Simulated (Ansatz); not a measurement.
**C (R-3m, 2 atoms in the cell): the cell at rest**

Aim: bring C (R-3m, 2 atoms in the cell) to small forces and stress, as phonons need.

Calculated with Ansatz 0.2.0; DFT PBEsol, scalar-relativistic, plane waves, PAW.

The database entry behind the starting cell is an old determination (1942), so it need not match the best structure at ambient conditions.

## 1. The starting structure

It takes space group R-3m (No. 166, trigonal). Conventional cell: a = 2.456 Å, b = 2.456 Å, c = 10.041 Å, α = 90.00°, β = 90.00°, γ = 120.00°. Nearest to C lie 3 C at 1.42 Å.

## 2. A coarse first look

A quick single point on a coarse mesh tells whether the cell has a gap and how far it is from rest, which sets the k mesh and smearing that follow.

Input file input.yaml:

```yaml
crystal:
  lattice:
    - [1.2280287114, 0.7090027071, 3.3470114498]
    - [-1.2280287114, 0.7090027071, 3.3470114498]
    - [0.0, -1.4180054142, 3.3470114498]
  atoms:
    - { symbol: C, position: [0.836, 0.836, 0.836] }
    - { symbol: C, position: [0.164, 0.164, 0.164] }
kpoints:
  mp_grid: { grid: [9, 9, 9] }
hamiltonian:
  xc: pbesol
scf:
  occupations: { method: gaussian, width: 0.1 }
output:
  forces: true
  stress: true
  eigenvalues: true
```

The run is started by

```
ansatz run input.yaml --threads 4 --pin off --max-ram 7168MiB --backend cpu --events-out ev --progress --plain --runs-dir out
```

Numbers of over 12 decimals in the logs are rounded to 6 here.

Output:

```text
[...]
--- Band table (eV; the first three rows and the last of 85) ---
  k-point 0: bands = ["-12.6950", "0.3922", "4.0704", "4.0704", "10.9665", "15.4316", "15.4316", "18.5340"]
  k-point 1: bands = ["-12.3947", "0.6946", "2.9496", "3.4901", "11.3835", "15.5248", "16.6436", "17.5439"]
  k-point 2: bands = ["-11.5005", "0.3666", "1.6040", "2.3204", "12.5421", "15.0595", "15.5000", "19.6308"]
  k-point 84: bands = ["-12.0908", "-1.2892", "2.9195", "3.4660", "15.4485", "16.6095", "17.5077", "17.7756"]
[key lines of the parts left out:]
SCF converged after 6 iterations
Free energy (F): -493.350512 eV
Fermi energy:    7.002560 eV
P = ⅓ Tr σ = 1.1224 GPa (11.224 kbar)
```

Run time: 0.3 s. Hardware: 4 threads of Arm Neoverse V2, shared host; peak memory 0.24 GiB.

Numbers from this step:

```
pressure           : 1.122 GPa
volume per atom    : 8.742 Å³
gap on the k-mesh  : 0.7651 eV
direct gap on mesh : 0.7651 eV
```

The coarse mesh shows a gap of 0.77 eV and a pressure of 1.1 GPa.

## 3. Coarse relaxation

A rough relaxation comes first, because large forces or stress need no tight tolerances yet.

Edit input.yaml of step 2 so:

```diff
@@ -18 +18,6 @@
   eigenvalues: true
+relax:
+  adjacent_minimum: "off"
+  f_tol: 0.05
+  max_steps: 80
+  cell: { stress_tol: 0.5 }
```

Output:

```text
[...]
Crystal: 2 atoms, lattice volume = 17.485 Å³
Basis set: ecut = 420 eV, 329 PW (Γ), FFT grids on a1−a3, a2−a3, a3, exchange–correlation on 36×36×50 points (8 copies of the dense FFT grid, shifted against one another)
Bands: 8, of which v1, the nominal top of the filled ones, is band 4 counted from 1 (3 counted from 0)
Symmetry: 12 space group operations
[...]
--- Relaxed structure (4 steps of the walk, 4 accepted, 2 SCFs on fresh bases) ---
  F+E_penalty+E_count = -493.37412710 eV   max|allowed force component| = 8.665e-3 eV/Å   (the final SCF, on the basis selected at the relaxed cell)
  cell:  # Å, volume = 17.9784 Å³
    - [1.229489, 0.709846, 3.433293]
    - [-1.229489, 0.709846, 3.433293]
    - [0, -1.419692, 3.433293]
  atoms:
    - { symbol: C, position: [0.833459, 0.833459, 0.833459] }
    - { symbol: C, position: [0.166541, 0.166541, 0.166541] }
[key lines of the parts left out:]
SCF converged after 7 iterations
Free energy (F): -493.374127 eV
Fermi energy:    6.701603 eV
P = ⅓ Tr σ = 0.1636 GPa (1.636 kbar)
```

Wall time 1.8 s (4 threads); peak memory 0.26 GiB.

Relaxation path:

| step | energy less that of the first step (eV) | largest force component (eV/Å) | pressure (GPa) | volume (Å³) |
| --- | --- | --- | --- | --- |
| 1 | 0.0000 | 0.8459 | 1.12 | 17.48 |
| 2 | -0.0205 | 0.1874 | -0.63 | 17.77 |
| 3 | -0.0217 | 0.0023 | -0.04 | 17.82 |
| 4* | -0.0232 | 0.0025 | 0.08 | 17.82 |
| 5 | -0.0229 | 0.0085 | 0.13 | 17.98 |
| 6* | -0.0236 | 0.0087 | 0.16 | 17.98 |

Relaxation steps marked * repeat the geometry before them on a plane-wave basis chosen anew for their cell, so energy and pressure can jump there.

The run keeps the 12 symmetry operations that it works with, so distortions that break them were not tested.

| conventional cell, symmetrised | before | after | change |
| --- | --- | --- | --- |
| a (Å) | 2.456 | 2.459 | +0.1 % |
| b (Å) | 2.456 | 2.459 | +0.1 % |
| c (Å) | 10.041 | 10.300 | +2.6 % |
| volume (Å³/atom) | 8.74 | 8.99 | +2.8 % |

The atoms that moved most (Å, as changes of fractional coordinates times the final cell):

| atom | dx | dy | dz | length |
| --- | --- | --- | --- | --- |
| C1 | 0.000 | 0.000 | -0.026 | 0.026 |
| C2 | 0.000 | 0.000 | 0.026 | 0.026 |

Final coordinates:

```cif
data_structure
_symmetry_space_group_name_H-M 'P 1'
_symmetry_Int_Tables_number 1
_cell_length_a 3.7152
_cell_length_b 3.7152
_cell_length_c 3.7152
_cell_angle_alpha 38.651
_cell_angle_beta 38.651
_cell_angle_gamma 38.651
_cell_volume 17.98
loop_
_atom_site_label
_atom_site_type_symbol
_atom_site_fract_x
_atom_site_fract_y
_atom_site_fract_z
_atom_site_occupancy
C1 C 0.83346 0.83346 0.83346 1
C2 C 0.16654 0.16654 0.16654 1
```

This step gave:

| Item | Value |
| --- | --- |
| pressure | 0.1636 GPa |
| volume per atom | 8.989 Å³ |
| gap on the k-mesh | 0.5850 eV |
| direct gap on mesh | 0.5850 eV |

In this step the volume went from 8.74 to 8.99 Å³/atom.

## 4. Bringing the structure to rest

The cell and atoms are relaxed, since residual forces and stress would shift the frequencies.

Input file input.yaml:

```yaml
crystal:
  lattice:
    - [1.2294889124, 0.7098457545, 3.4332931895]
    - [-1.2294889124, 0.7098457545, 3.4332931895]
    - [0.0, -1.419691509, 3.4332931895]
  atoms:
    - { symbol: C, position: [0.8334587409, 0.8334587409, 0.8334587409] }
    - { symbol: C, position: [0.1665412591, 0.1665412591, 0.1665412591] }
kpoints:
  mp_grid: { grid: [18, 18, 18] }
hamiltonian:
  xc: pbesol
scf:
  occupations: { method: gaussian, width: 0.02 }
output:
  forces: true
  stress: true
  eigenvalues: true
  write_density: true
  write_potential: true
  elf: true
  volumetric_format: npy
relax:
  adjacent_minimum: "off"
  f_tol: 0.005
  max_steps: 80
  cell: { stress_tol: 0.05 }
```

Output:

```text
[...]
Crystal: 2 atoms, lattice volume = 17.978 Å³
Basis set: ecut = 420 eV, 359 PW (Γ), FFT grids on a1−a2, a2, −a2+a3, exchange–correlation on 36×50×36 points (8 copies of the dense FFT grid, shifted against one another)
Bands: 8, of which v1, the nominal top of the filled ones, is band 4 counted from 1 (3 counted from 0)
Symmetry: 12 space group operations
[...]
k-points: 580 of 5832
[...]
SCF iter   1: F=—  HF=-493.379513 eV  |F-HF|=—  |Δ(HF+E_count)|=         —  Δρ=3.37e-3  dr2=1.21e-3  ethr=1.77e-3  ⟨swp⟩=5.0  Hψ=31266  notcnv=0
[...]
SCF iter   6: F=-493.379912 eV  HF=-493.379912 eV  |F-HF|=2.73e-12  |Δ(HF+E_count)|=  6.77e-10  Δρ=4.85e-7  dr2=2.05e-11  ethr=7.18e-12  ⟨swp⟩=4.9  Hψ=21516  notcnv=0
SCF 1 converged in 6 iterations: F = -493.379912 eV  dr2 = 2.05e-11
[...]
relax step   1: F+E_penalty+E_count = -493.37991192 eV  Δ(F+E_penalty+E_count) = +0.000e0 eV  max|allowed force component| = 2.793e-2 eV/Å  Δτ_max = 0.0000 Å  P = +0.171 GPa  Ω = 17.978 Å³  (6 SCF iters, dr2 threshold 1.00e-7 eV, accepted)
Crystal: 2 atoms, lattice volume = 18.177 Å³
[...]
SCF iter   4: F=-493.379893 eV  HF=-493.379893 eV  |F-HF|=1.66e-9  |Δ(HF+E_count)|=   8.33e-7  Δρ=2.32e-6  dr2=6.00e-10  ethr=2.50e-9  ⟨swp⟩=9.3  Hψ=32173  notcnv=0
SCF 2 converged in 4 iterations: F = -493.379893 eV  dr2 = 6.00e-10
relax step   2: F+E_penalty+E_count = -493.37989302 eV  Δ(F+E_penalty+E_count) = +1.890e-5 eV  max|allowed force component| = 5.767e-3 eV/Å  Δτ_max = 0.0011 Å  P = +0.083 GPa  Ω = 18.177 Å³  energy of the carried Pulay correction = -6.713e-4 eV  (4 SCF iters, dr2 threshold 2.00e-7 eV, accepted)
Crystal: 2 atoms, lattice volume = 18.366 Å³
[...]
SCF iter   4: F=-493.379461 eV  HF=-493.379461 eV  |F-HF|=1.56e-9  |Δ(HF+E_count)|=   7.64e-7  Δρ=2.18e-6  dr2=5.29e-10  ethr=2.50e-9  ⟨swp⟩=9.3  Hψ=32137  notcnv=0
SCF 3 converged in 4 iterations: F = -493.379461 eV  dr2 = 5.29e-10
relax step   3: F+E_penalty+E_count = -493.37946130 eV  Δ(F+E_penalty+E_count) = +4.317e-4 eV  max|allowed force component| = 4.031e-3 eV/Å  Δτ_max = 0.0002 Å  P = +0.001 GPa  Ω = 18.366 Å³  energy of the carried Pulay correction = -1.306e-3 eV  (4 SCF iters, dr2 threshold 2.00e-7 eV, accepted)
[... from here on, the SCF cycles and remarks between the steps are left out ...]
relax step   4: F+E_penalty+E_count = -493.38128517 eV  Δ(F+E_penalty+E_count) = -1.824e-3 eV  max|allowed force component| = 4.136e-3 eV/Å  Δτ_max = 0.0000 Å  P = +0.140 GPa  Ω = 18.366 Å³  stress off target by 3.64e-1 GPa  SCF on the basis re-selected at this cell (its energy is not comparable with the rows above)  (5 SCF iters)
relax step   5: F+E_penalty+E_count = -493.38074689 eV  Δ(F+E_penalty+E_count) = +5.383e-4 eV  max|allowed force component| = 1.958e-3 eV/Å  Δτ_max = 0.0002 Å  P = +0.073 GPa  Ω = 18.585 Å³  energy of the carried Pulay correction = -8.539e-4 eV  (4 SCF iters, dr2 threshold 2.00e-7 eV, accepted)
relax step   6: F+E_penalty+E_count = -493.38043039 eV  Δ(F+E_penalty+E_count) = +3.165e-4 eV  max|allowed force component| = 4.416e-4 eV/Å  Δτ_max = 0.0001 Å  P = +0.015 GPa  Ω = 18.670 Å³  energy of the carried Pulay correction = -1.198e-3 eV  (4 SCF iters, dr2 threshold 2.54e-8 eV, accepted)
relax step   7: F+E_penalty+E_count = -493.38175434 eV  Δ(F+E_penalty+E_count) = -1.324e-3 eV  max|allowed force component| = 5.028e-4 eV/Å  Δτ_max = 0.0000 Å  P = +0.059 GPa  Ω = 18.670 Å³  stress off target by 1.45e-1 GPa  SCF on the basis re-selected at this cell (its energy is not comparable with the rows above)  (4 SCF iters)
relax step   8: F+E_penalty+E_count = -493.38133528 eV  Δ(F+E_penalty+E_count) = +4.191e-4 eV  max|allowed force component| = 5.466e-4 eV/Å  Δτ_max = 0.0000 Å  P = +0.005 GPa  Ω = 18.798 Å³  energy of the carried Pulay correction = -4.863e-4 eV  (4 SCF iters, dr2 threshold 5.26e-8 eV, accepted)
relax step   9: F+E_penalty+E_count = -493.38122983 eV  Δ(F+E_penalty+E_count) = +1.055e-4 eV  max|allowed force component| = 9.695e-5 eV/Å  Δτ_max = 0.0000 Å  P = -0.002 GPa  Ω = 18.825 Å³  energy of the carried Pulay correction = -5.940e-4 eV  (4 SCF iters, accepted)
relax step  10: F+E_penalty+E_count = -493.38185116 eV  Δ(F+E_penalty+E_count) = -6.213e-4 eV  max|allowed force component| = 1.723e-4 eV/Å  Δτ_max = 0.0000 Å  P = +0.010 GPa  Ω = 18.825 Å³  stress off target by 5.66e-2 GPa  SCF on the basis re-selected at this cell (its energy is not comparable with the rows above)  (4 SCF iters)
relax step  11: F+E_penalty+E_count = -493.38163215 eV  Δ(F+E_penalty+E_count) = +2.190e-4 eV  max|allowed force component| = 3.541e-4 eV/Å  Δτ_max = 0.0000 Å  P = -0.000 GPa  Ω = 18.887 Å³  energy of the carried Pulay correction = -2.306e-4 eV  (4 SCF iters, dr2 threshold 8.00e-9 eV, accepted)
[...]
SCF iter   4: F=-493.381864 eV  HF=-493.381864 eV  |F-HF|=2.33e-12  |Δ(HF+E_count)|=  4.65e-10  Δρ=1.25e-7  dr2=2.08e-12  ethr=1.00e-12  ⟨swp⟩=6.0  Hψ=17733  notcnv=0
SCF 12 converged in 4 iterations: F = -493.381864 eV  dr2 = 2.08e-12
relax step  12: F+E_penalty+E_count = -493.38186391 eV  Δ(F+E_penalty+E_count) = -2.318e-4 eV  max|allowed force component| = 3.547e-4 eV/Å  Δτ_max = 0.0000 Å  P = +0.004 GPa  Ω = 18.887 Å³  stress off target by 2.48e-2 GPa  SCF on the basis re-selected at this cell (its energy is not comparable with the rows above)  (4 SCF iters)
[...]
SCF converged after 4 iterations
Free energy (F): -493.381864 eV
[...]
Internal energy: -493.381864 eV  (E = F + TS)
E sigma→0 (E₀):  -493.381864 eV
Fermi energy:    6.184453 eV
[...]
--- Forces (eV/Å), atoms counted from 1 ---
  atom   1  C     -0.00000000    -0.00000000     0.00035474
  atom   2  C      0.00000000     0.00000000    -0.00035474
  max |Σ_I F_I| component: 5.42e-20 eV/Å
--- Stress (GPa, compression-positive) ---
       -0.006460      -0.000000      -0.000000
       -0.000000      -0.006460       0.000000
       -0.000000       0.000000       0.024813
  P = ⅓ Tr σ = 0.0040 GPa (0.040 kbar)
--- Band table (eV; the first three rows and the last of 580) ---
[...]
--- Relaxed structure (8 steps of the walk, 8 accepted, 4 SCFs on fresh bases) ---
[...]
cell:  # Å, volume = 18.8868 Å³
    - [1.229454, 0.709826, 3.606970]
    - [-1.229454, 0.709826, 3.606970]
    - [0, -1.419652, 3.606970]
  atoms:
    - { symbol: C, position: [0.833359, 0.833359, 0.833359] }
    - { symbol: C, position: [0.166641, 0.166641, 0.166641] }
```

Elapsed: 19 s, on 4 threads; peak memory 0.39 GiB.

The steps of the relaxation:

| step | energy less that of the first step (eV) | largest force component (eV/Å) | pressure (GPa) | volume (Å³) |
| --- | --- | --- | --- | --- |
| 1 | 0.0000 | 0.0279 | 0.17 | 17.98 |
| 2 | 0.0000 | 0.0058 | 0.08 | 18.18 |
| 3 | 0.0005 | 0.0040 | 0.00 | 18.37 |
| 4* | -0.0014 | 0.0041 | 0.14 | 18.37 |
| 5 | -0.0008 | 0.0020 | 0.07 | 18.58 |
| 6 | -0.0005 | 0.0004 | 0.02 | 18.67 |
| 7* | -0.0018 | 0.0005 | 0.06 | 18.67 |
| 8 | -0.0014 | 0.0005 | 0.00 | 18.80 |
| 9 | -0.0013 | 0.0001 | 0.00 | 18.83 |
| 10* | -0.0019 | 0.0002 | 0.01 | 18.83 |
| 11 | -0.0017 | 0.0004 | 0.00 | 18.89 |
| 12* | -0.0020 | 0.0004 | 0.00 | 18.89 |

Relaxation steps marked * repeat the geometry before them on a plane-wave basis chosen anew for their cell, so energy and pressure can jump there.

Forces are held to the 12 operations that the run works with; a distortion that breaks them can't arise in this run.

| conventional cell, symmetrised | before | after | change |
| --- | --- | --- | --- |
| a (Å) | 2.459 | 2.459 | -0.0 % |
| b (Å) | 2.459 | 2.459 | -0.0 % |
| c (Å) | 10.300 | 10.821 | +5.1 % |
| volume (Å³/atom) | 8.99 | 9.44 | +5.1 % |

The relaxed structure:

```xyz
2
Lattice="1.2295 0.7098 3.6070 -1.2295 0.7098 3.6070 0.0000 -1.4197 3.6070" Properties=species:S:1:pos:R:3 pbc="T T T"
C     0.0000    0.0000    9.0177
C     0.0000    0.0000    1.8032
```

Numbers from this step:

* pressure: 0.003964 GPa
* gap on the k-mesh: 0.4320 eV
* volume per atom: 9.443 Å³
* direct gap on mesh: 0.4320 eV

Electrostatic potential energy in the ac plane of the conventional cell at fractional y = 0.000, with atoms of C within 0.2 Å of it. With pseudopotentials it is smooth inside the atoms' cores, unlike the true potential.

Ten even steps from '_' (-58 eV) to '@' (10 eV), each cell a mean:
```
@@@@@@@@@@@@@@@@@@@@@@@@@@@@@@@@
@@@@@@@@@@@@@@@@@@@@@@@@@@@@@@@@
++++**##%%@@@@@@@@@@@@@@%%##**++
______--**##%%######%%##**--____
....::++##%%%%%%%%%%%%%%##++::..
####%%%%@@@@@@@@@@@@@@@@@@%%%%##
@@@@@@@@@@@@@@@@@@@@@@@@@@@@@@@@
@@@@@@@@@@@@@@@@@@@@@@@@@@@@@@@@
@@@@@@@@@@@@@@@@@@@@@@@@@@@@@@@@
@@@@@@@@@@@@@@@@@@@@@@@@@@@@@@@@
@@@@@@@@@@@@%%%%%%%%%%@@@@@@@@@@
@@@@@@@@%%%%####**####%%%%@@@@@@
@@@@@@@@%%%%%%######%%%%%%@@@@@@
@@@@@@@@@@@@@@@@@@@@@@@@@@@@@@@@
@@@@@@@@@@@@@@@@@@@@@@@@@@@@@@@@
@@@@@@@@@@@@@@@@@@@@@@@@@@@@@@@@
@@@@@@@@@@@@@@@@@@@@@@@@@@@@@@@@
@@@@@@@@@@@@@@@@@@@@@@@@@@@@@@@@
++++**##%%@@@@@@@@@@@@@@%%##**++
______--**##%%%%##%%%%##**--____
__..::++##%%%%%%%%%%%%%%##++::..
##%%%%%%@@@@@@@@@@@@@@@@@@%%%%%%
@@@@@@@@@@@@@@@@@@@@@@@@@@@@@@@@
@@@@@@@@@@@@@@@@@@@@@@@@@@@@@@@@
```
Columns run along a (2.5 Å; values clipped at the 3rd and 97th percentile), rows up along c (10.8 Å), edges of the conventional cell, whose origin can differ from the input's. Atoms in or near the plane, at fractional coordinates: C at (0.00, 0.83), C at (0.00, 0.17).

(Continued in part 2 of 2.)

[Logs are printed without paths, hosts, clocks, repeated set-up lines and the standing remarks that a program may print on its own settings, such as how far it seeks lower states.]

[Hosts, paths, dates, database ids (printed as entryN), source tags and the programs' standing remarks are cut or masked in the printed files.]
